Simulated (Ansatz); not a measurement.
# Equation of state of tellurium, omega (AlB2-type)

Computed with Ansatz 0.2.0, DFT, revPBE, plane waves (420 eV) with PAW, scalar-relativistic. (PAW data from PBE, frozen cores regenerated.)

The cell is scaled uniformly from the relaxed one, with fractional coordinates and shape fixed. Energies are extrapolated to zero smearing, pressures are those at the given smearing. Magnetic state: spin not included.

```
V (Å³/atom)  E − E₀ (meV/atom)  P (GPa)
     26.044               76.2     8.27
     27.228               29.5     4.77
     28.412                5.8     2.02
     29.596                0.1    -0.15
     30.779                8.8    -1.86
     31.963               28.6    -3.20
     33.147               57.3    -4.24
```

Task: Fit a third-order Birch-Murnaghan equation.

Result: V₀ = 29.43 Å³/atom, B₀ = 49 GPa, B₀′ = 4.9.
